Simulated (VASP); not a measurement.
# AgI: optical spectrum

Aim: the dielectric function of AgI for independent particles, and its static limit with local fields. The cell is of the zinc-blende type, one of the forms listed for this formula. The start is a cell from a database of measured crystal structures.

Main program and level: VASP 6.6.1; PBE; plane waves and PAW (I, Ag), in the first sound run; inputs show where later runs differ.

Most raw output is cut from this account.

The database entry behind the starting cell differs from later determinations by our own check (about 0.3 % short), so it need not match the best structure at ambient conditions.

**1. Starting point**

Symmetry: F-43m, No. 216, cubic system. The conventional cell has a = 6.473 Å, b = 6.473 Å, c = 6.473 Å, α = 90.00°, β = 90.00°, γ = 90.00°. Nearest to I lie 4 Ag at 2.80 Å. Ag has 4 I at 2.80 Å nearest. Farther neighbours and most contacts between anions are not listed.

Coordinates:

```xyz
2
Lattice="0.0000 3.2365 3.2365 3.2365 0.0000 3.2365 3.2365 3.2365 0.0000" Properties=species:S:1:pos:R:3 pbc="T T T"
I     4.8548    4.8548    4.8548
Ag    0.0000    0.0000    0.0000
```

**2. Ground state**

The ground state comes first.

INCAR reads:

```
SYSTEM = AgI
PREC = Accurate
ENCUT = 400
EDIFF = 1E-07
NELM = 100
ISMEAR = 0
SIGMA = 0.05
LREAL = .FALSE.
ALGO = Normal
GGA = PE
NBANDS = 15
LASPH = .TRUE.
LORBIT = 11
LWAVE = .FALSE.
LCHARG = .FALSE.
KPAR = 4
```

POSCAR reads:

```
AgI
1.0
    0.0000000000      3.2365000000      3.2365000000
    3.2365000000      0.0000000000      3.2365000000
    3.2365000000      3.2365000000      0.0000000000
I Ag
1 1
Direct
    0.7500000000      0.7500000000      0.7500000000
    0.0000000000      0.0000000000      0.0000000000
```

KPOINTS reads:

```
Automatic mesh
0
Gamma
6 6 6
0 0 0
```

Potentials, in the order of the species: I and Ag (PBE family, release 64).

Launch:

```bash
> mpirun -np 4 vasp_std
```

Run time: 3.4 s. Hardware: 4 MPI ranks of Intel Xeon 6975P-C (Granite Rapids), shared host; peak memory 0.62 GiB; 11 s of CPU time.

The gap is read on the k-mesh alone, so it is an upper bound where the band edges lie off the mesh.

This step gave:

| Property | Result |
| --- | --- |
| free energy (TOTEN) | -4.760 eV |
| Fermi energy | 3.464 eV |
| pressure | 2.065 GPa |
| gap on the k-mesh | 1.341 eV |
| least direct gap on the k-mesh | 1.341 eV |

The cell has a gap of 1.34 eV on this mesh and a pressure of +2.1 GPa, which holds the misfit of the given cell and coordinates with this functional, and any error of cutoff, mesh and data sets. Spin-orbit coupling is left out, which can shift or reorder these edges.

**3. Spectrum**

LOPTICS sums the direct transitions; the mesh is finer and NBANDS larger than for the ground state.

INCAR, as its differences from that of step 2:

```diff
@@ -10,5 +10,4 @@
 GGA = PE
-NBANDS = 15
+NBANDS = 40
 LASPH = .TRUE.
-LORBIT = 11
 LWAVE = .FALSE.
@@ -16 +15,4 @@
 KPAR = 4
+LOPTICS = .TRUE.
+NEDOS = 2000
+CSHIFT = 0.1
```

POSCAR is that of step 2.

KPOINTS reads:

```
Automatic mesh
0
Gamma
9 9 9
0 0 0
```

Launch:

```bash
> mpirun -np 4 vasp_std
```

The job ended after 9.6 s (4 MPI ranks; peak memory 0.9 GiB; 36 s of CPU time).

These are independent-particle spectra without excitons or local fields, and fine structure depends on the mesh and on CSHIFT.

This step gave:

```yaml
free_energy_toten: -4.761 eV
fermi_energy: 3.455 eV
pressure: 2.054 GPa
gap_on_the_k_mesh: 1.342 eV
least_direct_gap_on_the_k_mesh: 1.342 eV
```

The imaginary dielectric function, xx has structure finer than the step of the table below, so its rows give means over 1 eV, whole bins alone (the curve runs from 0 to 25.0 eV). Peaks (eV: height): 3.3: 3.68, 3.8: 4.77, 5.5: 9.15, 6.6: 8.87, 7.8: 6.25.

Absorption under the direct gap is the tail of the CSHIFT broadening, and fine structure depends on the mesh. The imaginary dielectric function, xx by photon energy; means over each step:

photon energy (eV), imaginary dielectric function, xx and a bar:
```
        1       0.28 
        2       1.06 ###
        3       2.26 ########
        4       3.33 #############
        5       5.00 ####################
        6       6.63 ###########################
        7       7.28 ##############################
        8       4.57 ##################
        9       2.42 #########
       10       2.19 ########
       11       1.42 #####
       12       1.02 ###
       13       0.88 ###
       14       0.95 ###
       15       1.06 ###
       16       0.78 ##
       17       0.63 ##
       18       0.49 #
       19       0.51 #
       20       0.44 #
       21       0.39 
       22       0.31 
       23       0.29 
       24       0.28
```

Table of real dielectric function, xx by photon energy:

```tsv
photon energy (eV)	real dielectric function, xx
0	5.64
1	6.05
2	5.85
3	6.90
4	4.91
5	6.18
6	3.26
7	-1.24
8	-2.38
9	-0.886
10	-0.778
11	-0.640
12	-0.253
13	0.0431
14	0.289
15	0.0849
16	0.199
17	0.184
18	0.253
19	0.274
20	0.368
21	0.371
22	0.445
23	0.523
24	0.573
```

**4. Static response with local fields**

Perturbation theory (LEPSILON) gives the dielectric tensor with local fields, and the Born charges.

INCAR reads:

```
SYSTEM = AgI
PREC = Accurate
ENCUT = 400
EDIFF = 1E-08
NELM = 100
ISMEAR = 0
SIGMA = 0.01
LREAL = .FALSE.
ALGO = Normal
GGA = PE
NBANDS = 15
LASPH = .TRUE.
LWAVE = .FALSE.
LCHARG = .FALSE.
KPAR = 4
LEPSILON = .TRUE.
```

POSCAR is that of step 3.

KPOINTS is that of step 3.

Launch:

```bash
> mpirun -np 4 vasp_std
```

Run time: 72 s. Hardware: 4 MPI ranks; peak memory 1.4 GiB; 4.7 min of CPU time.

Energies printed during the response cycles are not total energies of the cell. The dielectric response converges more slowly with the mesh than energies do, so tensor and charges may still move on a finer one.

Numbers from this step:

```yaml
fermi_energy: 3.326 eV
pressure: 2.055 GPa
```

Electronic dielectric tensor with local fields:

```
5.36 0.00 0.00
0.00 5.36 0.00
0.00 0.00 5.36
```

Born effective charge (e), principal values of the symmetric part by kind of site:

```tsv
atom	atoms with these values	low	middle	high	mean
I1	1	-1.22	-1.22	-1.22	-1.22
Ag2	1	1.22	1.22	1.22	1.22
```

In full for I1:

```
-1.22  0.00  0.00
 0.00 -1.22  0.00
 0.00  0.00 -1.22
```

Piezoelectric tensor with clamped ions (C/m²), by row:

```tsv
field	xx	yy	zz	xy	yz	zx
x	0	0	0	0	0.3119	0
y	0	0	0	0	0	0.3119
z	0	0	0	0.3119	0	0
```

The mean electronic (clamped-ion) dielectric constant is 5.36. No finer mesh was run, so at a direct gap of this size the value isn't shown to be converged.

**5. Spectrum at LDA**

This step: LDA; plane waves and PAW (I, Ag) (VASP 6.6.1).

The spectrum is made again with LDA.

INCAR reads:

```
SYSTEM = AgI
PREC = Accurate
ENCUT = 400
EDIFF = 1E-07
NELM = 100
ISMEAR = 0
SIGMA = 0.05
LREAL = .FALSE.
ALGO = Normal
GGA = CA
NBANDS = 40
LASPH = .TRUE.
LWAVE = .FALSE.
LCHARG = .FALSE.
KPAR = 4
LOPTICS = .TRUE.
NEDOS = 2000
CSHIFT = 0.1
```

POSCAR is that of step 4.

KPOINTS is that of step 4.

Launch:

```bash
> mpirun -np 4 vasp_std
```

Wall time 8.8 s (4 MPI ranks); peak memory 0.82 GiB.

The PAW data sets were made with PBE, though LDA sets exist; this is a small mismatch.

Numbers from this step:

```
free energy (TOTEN)            : -6.142 eV
Fermi energy                   : 3.151 eV
pressure                       : -2.060 GPa
gap on the k-mesh              : 1.078 eV
least direct gap on the k-mesh : 1.078 eV
```

The imaginary dielectric function, xx has structure finer than the step of the table below, so its rows give means over 1 eV, whole bins alone (the curve runs from 0 to 25.0 eV). Peaks (eV: height): 1.8: 2.52, 3.1: 4.04, 3.6: 4.94, 5.3: 9.12, 6.5: 8.88, 7.6: 6.14.

Absorption under the direct gap is the tail of the CSHIFT broadening, and fine structure depends on the mesh. Table of imaginary dielectric function, xx by photon energy; means over each step:

photon energy (eV), imaginary dielectric function, xx and a bar:
```
        1       0.51 #
        2       1.48 #####
        3       2.64 ###########
        4       3.63 ###############
        5       6.00 ##########################
        6       6.86 ##############################
        7       6.87 ##############################
        8       4.30 ##################
        9       2.43 ##########
       10       2.04 ########
       11       1.30 #####
       12       1.00 ###
       13       0.86 ###
       14       0.94 ###
       15       1.06 ####
       16       0.80 ##
       17       0.63 ##
       18       0.49 #
       19       0.51 #
       20       0.44 #
       21       0.40 #
       22       0.31 
       23       0.30 
       24       0.28
```

The real dielectric function, xx by photon energy:

```tsv
photon energy (eV)	real dielectric function, xx
0	6.18
1	6.90
2	6.37
3	7.44
4	4.80
5	7.95
6	2.98
7	-0.427
8	-2.29
9	-0.658
10	-0.669
11	-0.475
12	-0.334
13	0.128
14	0.335
15	0.134
16	0.283
17	0.184
18	0.263
19	0.265
20	0.372
21	0.376
22	0.425
23	0.509
24	0.570
```

**6. Spectrum at PBE+SOC**

This step: PBE, spin-orbit coupling; plane waves and PAW (I, Ag) (VASP 6.6.1).

The spectrum is made again with PBE and spin-orbit coupling, on a coarser mesh.

INCAR, as its differences from that of step 5:

```diff
@@ -9,5 +9,10 @@
 ALGO = Normal
-GGA = CA
-NBANDS = 40
+GGA = PE
+LNONCOLLINEAR = .TRUE.
+MAGMOM = 0 0 0 0 0 0
+NBANDS = 80
+GGA_COMPAT = .FALSE.
 LASPH = .TRUE.
+LSORBIT = .TRUE.
+LMAXMIX = 4
 LWAVE = .FALSE.
```

POSCAR is that of step 5.

KPOINTS reads:

```
Automatic mesh
0
Gamma
7 7 7
0 0 0
```

Launch:

```bash
> mpirun -np 4 vasp_ncl
```

The job ended after 64 s (4 MPI ranks; peak memory 1.8 GiB; 3.8 min of CPU time).

This step gave:

| Item | Value |
| --- | --- |
| free energy (TOTEN) | -4.913 eV |
| Fermi energy | 3.679 eV |
| pressure | 2.079 GPa |
| gap on the k-mesh | 1.116 eV |
| least direct gap on the k-mesh | 1.116 eV |

On-site spin-orbit energy by atom:

```tsv
atom	on-site spin-orbit energy (eV)
I1	-0.262
Ag2	-0.046
```

The imaginary dielectric function, xx has structure finer than the step of the table below, so its rows give means over 0.5 eV, whole bins alone (the curve runs from 0 to 25.0 eV). Peaks (eV: height): 2.04: 2.35, 2.94: 3.57, 4.19: 4.36, 5.19: 8.19, 5.80: 7.01, 6.39: 9.18, 6.94: 8.19.

Absorption under the direct gap is the tail of the CSHIFT broadening, and fine structure depends on the mesh. The imaginary dielectric function, xx by photon energy; means over each step:

```tsv
photon energy (eV)	imaginary dielectric function, xx
0.5	0.0831
1.0	0.973
1.5	0.486
2.0	1.54
2.5	1.42
3.0	2.63
3.5	2.89
4.0	4.02
4.5	2.98
5.0	5.38
5.5	6.61
6.0	6.01
6.5	7.93
7.0	7.09
7.5	5.75
8.0	4.27
8.5	2.83
9.0	2.64
9.5	2.61
10.0	1.88
10.5	1.90
11.0	1.42
11.5	1.22
12.0	1.04
12.5	0.854
13.0	0.838
13.5	0.961
14.0	0.987
14.5	1.00
15.0	1.16
15.5	0.761
16.0	0.753
16.5	0.792
17.0	0.672
17.5	0.561
18.0	0.508
18.5	0.450
19.0	0.454
19.5	0.556
20.0	0.446
20.5	0.392
21.0	0.401
21.5	0.343
22.0	0.293
22.5	0.306
23.0	0.315
23.5	0.251
24.0	0.278
24.5	0.267
```

Real dielectric function, xx against photon energy:

```tsv
photon energy (eV)	real dielectric function, xx
0	5.97
1	6.88
2	6.66
3	5.91
4	5.60
5	8.47
6	3.42
7	-0.209
8	-2.09
9	-0.875
10	-0.713
11	-0.779
12	-0.252
13	0.231
14	0.224
15	-0.0136
16	0.202
17	0.114
18	0.213
19	0.422
20	0.302
21	0.417
22	0.442
23	0.472
24	0.565
```

**7. Summary of results**

```yaml
pbe_independent_particles: eps xx at zero frequency 5.64, centre of weight of eps2 xx, over the range kept, at 8.27 eV, mesh 9×9×9
lda_independent_particles: eps xx at zero frequency 6.18, centre of weight of eps2 xx, over the range kept, at 8.03 eV, mesh 9×9×9
pbe_with_spin_orbit_coupling_independent_particles: eps xx at zero frequency 5.97, centre of weight of eps2 xx, over the range kept, at 8.17 eV, mesh 7×7×7
pbe_with_local_fields: eps 5.36, 5.36, 5.36
```

Local fields, and the bands above those summed, take the mean static value from 5.64 to 5.36. Excitons and quasiparticle shifts are absent, so the onset can't be set against measurement and its shape can differ.

[Lines on the potential files, build, host, timing and source positions are cut from VASP's logs without a mark.]

[Logs are printed without paths, hosts, clocks, repeated set-up lines and the standing remarks that a program may print on its own settings, such as how far it seeks lower states.]

[Hosts, paths, dates, database ids (printed as entryN), source tags and the programs' standing remarks are cut or masked in the printed files.]
